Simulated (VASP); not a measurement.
## GW on RbBr: a test of the settings

How far does the GW correction to the gap of RbBr depend on the settings? The starting structure is a measured crystal structure from the Crystallography Open Database. Cell and atoms stay as given.

Program: VASP 6.6.1. Level of theory: GW on LDA orbitals, with plane waves and PAW data sets made for GW. Results are calculated unless marked as measured.

The database entry behind the starting cell differs from later determinations by our own check (0.1 to 0.3 % short, probably kX units), so it need not match the best structure at ambient conditions.

### 1. The starting structure

It takes space group Fm-3m (No. 225, cubic). Conventional cell: a = 6.877 Å, b = 6.877 Å, c = 6.877 Å, α = 90.00°, β = 90.00°, γ = 90.00°. Nearest to Rb lie 6 Br at 3.44 Å. Nearest to Br lie 6 Rb at 3.44 Å. Farther neighbours and most contacts between anions are not listed.

### 2. G0W0 (response cutoff 100 eV, 4×4×4 mesh)

It reads the orbitals and their derivatives (WAVECAR and WAVEDER) of a run with the empty bands, which follows a ground-state run; neither is shown.

Contents of INCAR:

```
SYSTEM = RbBr
PREC = Accurate
ENCUT = 300
ISMEAR = 0
SIGMA = 0.01
LREAL = .FALSE.
GGA = CA
NBANDS = 188
ALGO = EVGW0
NELMGW = 1
ENCUTGW = 100
NOMEGA = 40
PRECFOCK = Fast
NBANDSGW = 16
LWAVE = .FALSE.
LCHARG = .FALSE.
```

Contents of POSCAR:

```
RbBr
1.0
    0.0000000000      3.4384000000      3.4384000000
    3.4384000000      0.0000000000      3.4384000000
    3.4384000000      3.4384000000      0.0000000000
Rb Br
1 1
Direct
    0.0000000000      0.0000000000      0.0000000000
    0.5000000000      0.5000000000      0.5000000000
```

Contents of KPOINTS:

```
Automatic mesh
0
Gamma
4 4 4
0 0 0
```

PAW data sets: Rb_sv_GW and Br_GW (LDA family, release 64).

Run with:

```sh
mpirun -np 4 vasp_std
```

Log:

```text
[banner, memory and clock lines left out]
running    4 mpi-ranks, on    1 nodes
 distrk:  each k-point on    4 cores,    1 groups
 distr:  one band on    1 cores,    4 groups

 POSCAR found type information on POSCAR RbBr
 POSCAR found :  2 types and       2 ions
|                                                                             |
|           W    W    AA    RRRRR   N    N  II  N    N   GGGG   !!!           |
|           W    W   A  A   R    R  NN   N  II  NN   N  G    G  !!!           |
|           W    W  A    A  R    R  N N  N  II  N N  N  G       !!!           |
|           W WW W  AAAAAA  RRRRR   N  N N  II  N  N N  G  GGG   !            |
|           WW  WW  A    A  R   R   N   NN  II  N   NN  G    G                |
|           W    W  A    A  R    R  N    N  II  N    N   GGGG   !!!           |
|                                                                             |
|     The default for ENCUTGWSOFT is different in this version of VASP.       |
|     please manually set ENCUTGWSOFT =100 in the INCAR file.                 |
|                                                                             |

 LDA part: xc-table for (Slater(with rela. corr.)+CA(PZ))
 , standard interpolation
 found WAVECAR, reading the header
 POSCAR, INCAR and KPOINTS ok, starting setup
 FFT: planning ... GRIDC
 FFT: planning ... GRID_SOFT
 FFT: planning ... GRID
 reading WAVECAR
 the WAVECAR file was read successfully
 initial charge from wavefunction
 available memory per node:     83.81 GB, setting MAXMEM to     85821

 The Fermi energy was updated, please check that it is located mid-gap
 values below the HOMO (VB) or above the LUMO (CB) will cause erroneous energies
 E-fermi :   0.5772

 calculate exact exchange contribution
 the WAVEDER file was read successfully
energies w=
    0.000    0.000    1.024    0.000    2.043    0.000    3.049    0.000
    4.040    0.000    5.012    0.000    5.963    0.000    6.892    0.000
    7.802    0.000    8.692    0.000    9.568    0.000   10.430    0.000
   11.284    0.000   12.134    0.000   12.985    0.000   13.842    0.000
   14.710    0.000   15.597    0.000   16.508    0.000   17.454    0.000
   18.441    0.000   19.482    0.000   20.591    0.000   21.781    0.000
   23.073    0.000   24.492    0.000   26.068    0.000   27.841    0.000
   29.866    0.000   32.214    0.000   34.985    0.000   38.322    0.000
   42.437    0.000   47.654    0.000   54.500    0.000   63.888    0.000
   77.547    0.000   99.197    0.000  138.582    0.000  231.938    0.000
 responsefunction array rank=     200
 LDA part: xc-table for (Slater(with rela. corr.)+CA(PZ))
 , standard interpolation

 min. memory requirement per mpi rank    159.9 MB, per node    639.5 MB

 allocating  10 responsefunctions rank=   200
 shmem allocating  40 responsefunctions rank=   200
 response function shared by NCSHMEM nodes    1
 Doing           10  frequencies on each core in blocks of           40
NQ=   1    0.0000    0.0000    0.0000,
|.........|.........|.........|.........|.........|.........|.........|.........
 performed        232000 updates of chi_q(r,r)
 total number of BLAS operations         53.11 Gflops
NQ=   2    0.2500    0.0000    0.0000,
|.........|.........|.........|.........|.........|.........|.........|.........
 performed        681000 updates of chi_q(r,r)
 total number of BLAS operations        169.50 Gflops
NQ=   3    0.5000    0.0000    0.0000,
|.........|.........|.........|.........|.........|.........|.........|.........
 performed       1021000 updates of chi_q(r,r)
 total number of BLAS operations        257.82 Gflops
NQ=   4    0.2500    0.2500    0.0000,
|.........|.........|.........|.........|.........|.........|.........|.........
 performed       1427000 updates of chi_q(r,r)
 total number of BLAS operations        360.96 Gflops
NQ=   5    0.5000    0.2500    0.0000,
|.........|.........|.........|.........|.........|.........|.........|.........
 performed       1972000 updates of chi_q(r,r)
 total number of BLAS operations        511.87 Gflops
NQ=   6   -0.2500    0.2500    0.0000,
|.........|.........|.........|.........|.........|.........|.........|.........
 performed       2457000 updates of chi_q(r,r)
 total number of BLAS operations        637.62 Gflops
NQ=   7    0.5000    0.5000    0.0000,
|.........|.........|.........|.........|.........|.........|.........|.........
 performed       2773000 updates of chi_q(r,r)
 total number of BLAS operations        729.07 Gflops
NQ=   8   -0.2500    0.5000    0.2500,
|.........|.........|.........|.........|.........|.........|.........|.........
 performed       3185000 updates of chi_q(r,r)
 total number of BLAS operations        861.21 Gflops
 resolving degeneracies of screened two electron integrals

 calculate QP shifts <psi_nk| G(iteration)W_0 |psi_nk>: iteration 1
 entering main loop
```

The job ended after 30 s (4 MPI ranks of Intel Xeon 6975P-C (Granite Rapids), shared host; peak memory 0.87 GiB; 1.9 min of CPU time).

The logs omit lines about the potential files and the build; timing stands in the text.

Parts of OUTCAR (step 2):

```text
ion  position               nearest neighbor table
   1  0.000  0.000  0.000-
   2  0.500  0.500  0.500-

  LATTYP: Found a face centered cubic cell.
 ALAT       =     6.8768000000

 Subroutine GETGRP returns: Found 48 space group operations
 (whereof 48 operations were pure point group operations)

The static configuration has the point symmetry O_h .

 Found      8 irreducible k-points:

   k-points           NKPTS =      8   k-points in BZ     NKDIM =     64   number of bands    NBANDS=    188

   dimension x,y,z NGX =    28 NGY =   28 NGZ =   28
   dimension x,y,z NGXF=    56 NGYF=   56 NGZF=   56

   ENCUT  =  300.0 eV  22.05 Ry    4.70 a.u.   6.87  6.87  6.87*2*pi/ulx,y,z

   NELECT =      16.0000    total number of electrons

  energy-cutoff  :      300.00
  volume of cell :       81.30
      direct lattice vectors                 reciprocal lattice vectors
     0.000000000  3.438400000  3.438400000    -0.145416473  0.145416473  0.145416473
     3.438400000  0.000000000  3.438400000     0.145416473 -0.145416473  0.145416473
     3.438400000  3.438400000  0.000000000     0.145416473  0.145416473 -0.145416473

 k-points in reciprocal lattice and weights: Automatic mesh
   0.00000000  0.00000000  0.00000000       0.016
   0.25000000  0.00000000  0.00000000       0.125
   0.50000000  0.00000000  0.00000000       0.062
   0.25000000  0.25000000  0.00000000       0.094
   0.50000000  0.25000000  0.00000000       0.375
  -0.25000000  0.25000000  0.00000000       0.188
   0.50000000  0.50000000  0.00000000       0.047
  -0.25000000  0.50000000  0.25000000       0.094

 E-fermi :   0.5772

 QP shifts <psi_nk| G(iteration)W_0 |psi_nk>: iteration 1
 for sc-GW calculations column KS-energies equals QP-energies in previous step
 and V_xc(KS)=  KS-energies - (<T + V_ion + V_H > + <T+V_H+V_ion>^1  + <V_x>^1)
 k-point   1 :       0.0000    0.0000    0.0000
  band No.  KS-energies  QP-energies   sigma(KS)   V_xc(KS)     V^pw_x(r,r')   Z            occupation Imag(sigma)
    ...
      5      -9.8197     -12.2365     -18.2020     -15.2059     -20.7823       0.8066       2.0000       0.1551
      6      -1.3899      -2.9528     -14.6572     -12.6824     -16.3708       0.7914       2.0000       0.1222
      7      -1.3899      -2.9528     -14.6572     -12.6824     -16.3708       0.7914       2.0000       0.1222
      8      -1.3899      -2.9528     -14.6572     -12.6824     -16.3708       0.7914       2.0000       0.1222
      9       2.5443       3.6271      -5.7461      -7.0216      -2.9353       0.8489       0.0000      -0.0905
     10       5.6403       6.9636      -6.1292      -7.7087      -3.0981       0.8378       0.0000      -0.1082
     11       5.6403       6.9636      -6.1292      -7.7087      -3.0981       0.8378       0.0000      -0.1082
     12       5.6403       6.9636      -6.1292      -7.7087      -3.0981       0.8378       0.0000      -0.1082
    ...

 k-point   2 :       0.2500    0.0000    0.0000
  band No.  KS-energies  QP-energies   sigma(KS)   V_xc(KS)     V^pw_x(r,r')   Z            occupation Imag(sigma)
    ...
      5      -9.8003     -12.1851     -18.1680     -15.2097     -20.7625       0.8062       2.0000       0.1579
      6      -1.9862      -3.5790     -13.7305     -11.7058     -15.4288       0.7867       2.0000       0.1294
      7      -1.5800      -3.1598     -14.4243     -12.4246     -16.1490       0.7900       2.0000       0.1246
      8      -1.5800      -3.1598     -14.4243     -12.4246     -16.1490       0.7900       2.0000       0.1246
      9       3.8398       4.9617      -6.3885      -7.7252      -3.5349       0.8394       0.0000      -0.0959
     10       5.4610       6.6585      -6.0407      -7.4734      -3.0469       0.8359       0.0000      -0.1118
     11       6.3606       7.7300      -6.2877      -7.9281      -3.1587       0.8348       0.0000      -0.1176
     12       6.3606       7.7300      -6.2877      -7.9281      -3.1587       0.8348       0.0000      -0.1176
    ...

 k-point   3 :       0.5000    0.0000    0.0000
  band No.  KS-energies  QP-energies   sigma(KS)   V_xc(KS)     V^pw_x(r,r')   Z            occupation Imag(sigma)
    ...
      5      -9.7812     -12.1369     -18.1338     -15.2132     -20.7428       0.8066       2.0000       0.1609
      6      -2.4280      -4.0807     -13.3182     -11.2116     -15.0876       0.7845       2.0000       0.1412
      7      -1.7539      -3.3409     -14.2381     -12.2115     -15.9820       0.7831       2.0000       0.1281
      8      -1.7539      -3.3409     -14.2381     -12.2115     -15.9820       0.7831       2.0000       0.1281
      9       5.0483       6.0963      -5.7196      -6.9703      -2.8265       0.8379       0.0000      -0.1068
     10       5.9840       7.2496      -7.0181      -8.5606      -3.9110       0.8205       0.0000      -0.1284
     11       7.8451       9.4357      -7.0295      -8.9689      -3.6164       0.8202       0.0000      -0.1484
     12       7.8451       9.4357      -7.0295      -8.9689      -3.6164       0.8202       0.0000      -0.1484
    ...

 k-point   4 :       0.2500    0.2500    0.0000
  band No.  KS-energies  QP-energies   sigma(KS)   V_xc(KS)     V^pw_x(r,r')   Z            occupation Imag(sigma)
    ...
      5      -9.8229     -12.2144     -18.1421     -15.1729     -20.7287       0.8054       2.0000       0.1544
      6      -2.0244      -3.6327     -13.8221     -11.7720     -15.5613       0.7845       2.0000       0.1321
      7      -1.4929      -3.0708     -14.5566     -12.5631     -16.2791       0.7915       2.0000       0.1233
      8      -1.4929      -3.0708     -14.5566     -12.5631     -16.2791       0.7915       2.0000       0.1233
      9       3.9305       5.1016      -6.3103      -7.7048      -3.3996       0.8398       0.0000      -0.0978
     10       4.5648       5.7130      -5.6060      -6.9682      -2.7082       0.8429       0.0000      -0.1027
     11       7.0370       8.6587      -7.4061      -9.3462      -4.2126       0.8359       0.0000      -0.1095
     12       7.1110       8.5400      -6.5646      -8.2886      -3.3341       0.8289       0.0000      -0.1297
    ...

[... 4 further parts left out ...]
```

G0W0 (response cutoff 100 eV, 4×4×4 mesh): the quasiparticle gap on this mesh is 6.580 eV, +2.646 eV from the LDA gap on the same points, with 188 bands.

### 3. G0W0 (response cutoff 160 eV, 4×4×4 mesh)

It reads the orbitals and their derivatives (WAVECAR and WAVEDER) of a run with the empty bands, which follows a ground-state run; neither is shown.

INCAR, as its differences from that of step 2:

```diff
@@ -7,6 +7,6 @@
 GGA = CA
-NBANDS = 188
+NBANDS = 376
 ALGO = EVGW0
 NELMGW = 1
-ENCUTGW = 100
+ENCUTGW = 160
 NOMEGA = 40
```

POSCAR is that of step 2.

KPOINTS is that of step 2.

Run with:

```sh
mpirun -np 4 vasp_std
```

Log:

```text
[banner, memory and clock lines left out]
running    4 mpi-ranks, on    1 nodes
[...]
|                                                                             |
|           W    W    AA    RRRRR   N    N  II  N    N   GGGG   !!!           |
|           W    W   A  A   R    R  NN   N  II  NN   N  G    G  !!!           |
|           W    W  A    A  R    R  N N  N  II  N N  N  G       !!!           |
|           W WW W  AAAAAA  RRRRR   N  N N  II  N  N N  G  GGG   !            |
|           WW  WW  A    A  R   R   N   NN  II  N   NN  G    G                |
|           W    W  A    A  R    R  N    N  II  N    N   GGGG   !!!           |
|                                                                             |
|     The default for ENCUTGWSOFT is different in this version of VASP.       |
|     please manually set ENCUTGWSOFT =160 in the INCAR file.                 |
|                                                                             |

 LDA part: xc-table for (Slater(with rela. corr.)+CA(PZ))
[...]
total number of BLAS operations       2163.93 Gflops
NQ=   4    0.2500    0.2500    0.0000,
|.........|.........|.........|.........|.........|.........|.........|.........
 performed       2890000 updates of chi_q(r,r)
 total number of BLAS operations       3088.70 Gflops
NQ=   5    0.5000    0.2500    0.0000,
|.........|.........|.........|.........|.........|.........|.........|.........
 performed       3988000 updates of chi_q(r,r)
 total number of BLAS operations       4338.02 Gflops
NQ=   6   -0.2500    0.2500    0.0000,
|.........|.........|.........|.........|.........|.........|.........|.........
 performed       4966000 updates of chi_q(r,r)
 total number of BLAS operations       5427.04 Gflops
NQ=   7    0.5000    0.5000    0.0000,
|.........|.........|.........|.........|.........|.........|.........|.........
 performed       5607000 updates of chi_q(r,r)
 total number of BLAS operations       6199.68 Gflops
NQ=   8   -0.2500    0.5000    0.2500,
|.........|.........|.........|.........|.........|.........|.........|.........
 performed       6441000 updates of chi_q(r,r)
 total number of BLAS operations       7163.17 Gflops
 resolving degeneracies of screened two electron integrals

 calculate QP shifts <psi_nk| G(iteration)W_0 |psi_nk>: iteration 1
 entering main loop
[key lines of the parts left out:]
E-fermi :   0.5772
```

The job ended after 2.4 min (4 MPI ranks; peak memory 1.5 GiB).

From OUTCAR (step 3):

```text
 QP shifts <psi_nk| G(iteration)W_0 |psi_nk>: iteration 1
 for sc-GW calculations column KS-energies equals QP-energies in previous step
 and V_xc(KS)=  KS-energies - (<T + V_ion + V_H > + <T+V_H+V_ion>^1  + <V_x>^1)
 k-point   1 :       0.0000    0.0000    0.0000
  band No.  KS-energies  QP-energies   sigma(KS)   V_xc(KS)     V^pw_x(r,r')   Z            occupation Imag(sigma)
    ...
      5      -9.8197     -12.4831     -18.5175     -15.2059     -20.7823       0.8043       2.0000       0.1496
      6      -1.3899      -3.1723     -14.9395     -12.6824     -16.3708       0.7897       2.0000       0.1240
      7      -1.3899      -3.1723     -14.9395     -12.6824     -16.3708       0.7897       2.0000       0.1240
      8      -1.3899      -3.1723     -14.9395     -12.6824     -16.3708       0.7897       2.0000       0.1240
      9       2.5443       3.5737      -5.8087      -7.0216      -2.9353       0.8487       0.0000      -0.0883
     10       5.6403       6.9043      -6.1992      -7.7087      -3.0981       0.8374       0.0000      -0.1026
     11       5.6403       6.9043      -6.1992      -7.7087      -3.0981       0.8374       0.0000      -0.1026
     12       5.6403       6.9043      -6.1992      -7.7087      -3.0981       0.8374       0.0000      -0.1026
    ...

[... 1 part as in an earlier step ...]

[... 2 further parts left out ...]
[key lines of the parts left out:]
E-fermi :   0.5772
```

G0W0 (response cutoff 160 eV, 4×4×4 mesh): the quasiparticle gap on this mesh is 6.746 eV, +2.812 eV from the LDA gap on the same points, with 376 bands.

### 4. G0W0 (response cutoff 240 eV, 4×4×4 mesh)

It reads the orbitals and their derivatives (WAVECAR and WAVEDER) of a run with the empty bands, which follows a ground-state run; neither is shown.

INCAR, as its differences from that of step 3:

```diff
@@ -7,6 +7,6 @@
 GGA = CA
-NBANDS = 376
+NBANDS = 688
 ALGO = EVGW0
 NELMGW = 1
-ENCUTGW = 160
+ENCUTGW = 240
 NOMEGA = 40
```

POSCAR is that of step 3.

KPOINTS is that of step 3.

Run with:

```sh
mpirun -np 4 vasp_std
```

Log:

```text
[banner, memory and clock lines left out]
running    4 mpi-ranks, on    1 nodes
[...]
|                                                                             |
|           W    W    AA    RRRRR   N    N  II  N    N   GGGG   !!!           |
|           W    W   A  A   R    R  NN   N  II  NN   N  G    G  !!!           |
|           W    W  A    A  R    R  N N  N  II  N N  N  G       !!!           |
|           W WW W  AAAAAA  RRRRR   N  N N  II  N  N N  G  GGG   !            |
|           WW  WW  A    A  R   R   N   NN  II  N   NN  G    G                |
|           W    W  A    A  R    R  N    N  II  N    N   GGGG   !!!           |
|                                                                             |
|     The default for ENCUTGWSOFT is different in this version of VASP.       |
|     please manually set ENCUTGWSOFT =240 in the INCAR file.                 |
|                                                                             |

 LDA part: xc-table for (Slater(with rela. corr.)+CA(PZ))
[...]
total number of BLAS operations      14544.37 Gflops
NQ=   4    0.2500    0.2500    0.0000,
|.........|.........|.........|.........|.........|.........|.........|.........
 performed       5315000 updates of chi_q(r,r)
 total number of BLAS operations      20149.99 Gflops
NQ=   5    0.5000    0.2500    0.0000,
|.........|.........|.........|.........|.........|.........|.........|.........
 performed       7332000 updates of chi_q(r,r)
 total number of BLAS operations      27766.74 Gflops
NQ=   6   -0.2500    0.2500    0.0000,
|.........|.........|.........|.........|.........|.........|.........|.........
 performed       9129000 updates of chi_q(r,r)
 total number of BLAS operations      34336.67 Gflops
NQ=   7    0.5000    0.5000    0.0000,
|.........|.........|.........|.........|.........|.........|.........|.........
 performed      10309000 updates of chi_q(r,r)
 total number of BLAS operations      38859.72 Gflops
NQ=   8   -0.2500    0.5000    0.2500,
|.........|.........|.........|.........|.........|.........|.........|.........
 performed      11841000 updates of chi_q(r,r)
 total number of BLAS operations      44868.79 Gflops
 resolving degeneracies of screened two electron integrals

 calculate QP shifts <psi_nk| G(iteration)W_0 |psi_nk>: iteration 1
 entering main loop
[key lines of the parts left out:]
E-fermi :   0.5772
```

Elapsed: 9.4 min, on 4 MPI ranks; peak memory 3 GiB; 37 min of CPU time.

From OUTCAR (step 4):

```text
 QP shifts <psi_nk| G(iteration)W_0 |psi_nk>: iteration 1
 for sc-GW calculations column KS-energies equals QP-energies in previous step
 and V_xc(KS)=  KS-energies - (<T + V_ion + V_H > + <T+V_H+V_ion>^1  + <V_x>^1)
 k-point   1 :       0.0000    0.0000    0.0000
  band No.  KS-energies  QP-energies   sigma(KS)   V_xc(KS)     V^pw_x(r,r')   Z            occupation Imag(sigma)
    ...
      5      -9.8197     -12.6996     -18.7907     -15.2059     -20.7823       0.8034       2.0000       0.0549
      6      -1.3899      -3.2995     -15.1053     -12.6824     -16.3708       0.7881       2.0000       0.0842
      7      -1.3899      -3.2995     -15.1053     -12.6824     -16.3708       0.7881       2.0000       0.0842
      8      -1.3899      -3.2995     -15.1053     -12.6824     -16.3708       0.7881       2.0000       0.0842
      9       2.5443       3.5209      -5.8713      -7.0216      -2.9353       0.8490       0.0000      -0.1190
     10       5.6403       6.8721      -6.2376      -7.7087      -3.0981       0.8374       0.0000      -0.1225
     11       5.6403       6.8721      -6.2376      -7.7087      -3.0981       0.8374       0.0000      -0.1225
     12       5.6403       6.8721      -6.2376      -7.7087      -3.0981       0.8374       0.0000      -0.1225
    ...

[... 1 part as in an earlier step ...]

[... 2 further parts left out ...]
[key lines of the parts left out:]
E-fermi :   0.5772
```

G0W0 (response cutoff 240 eV, 4×4×4 mesh): the quasiparticle gap on this mesh is 6.820 eV, +2.886 eV from the LDA gap on the same points, with 688 bands.

(Part 1 of 2 ends here.)

[Lines on the potential files, build, host, timing and source positions are cut from VASP's logs without a mark.]

[Logs are printed without paths, hosts, clocks, repeated set-up lines and the standing remarks that a program may print on its own settings, such as how far it seeks lower states.]

[Hosts, paths, dates, database ids (printed as entryN), source tags and the programs' standing remarks are cut or masked in the printed files.]
